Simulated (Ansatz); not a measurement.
Ribbons are cut from the relaxed Ge monolayer (P-3m1, bond 2.43 Å, gap on the mesh 0.00 eV); N counts dimer lines (armchair) or zigzag chains, and the edge energy is per length, the mean of both edges over the sheet.

Computed with DFT PBE, scalar-relativistic, plane waves, PAW (Ansatz 0.2.0).

Cutoff 420 eV, Gaussian smearing of 0.05 eV, energies at zero smearing, symmetry of each start kept, collinear spin where a moment is listed.

| start | atoms | k mesh | edge energy (eV/Å) | period (Å) | gap on the mesh (eV) | size of the moment (μB per cell) |
| --- | --- | --- | --- | --- | --- | --- |
| zigzag, N = 3 | 6 | 1×1×22 | 0.228 | 4.030 | 0.06 | - |
| zigzag, N = 3, edge spins started opposed | 6 | 1×1×22 | 0.227 | 4.027 | 0.26 | 0.00 |
| armchair, N = 7 | 14 | 1×1×8 | 0.243 | 6.936 | 0.20 | - |

Gaps under about 0.2 eV rest on few k points and may close between them. Edges run without spin may have a lower magnetic state.

Cost: 3 runs of about 29 core-minutes in all, on Arm Neoverse V1 (shared hosts).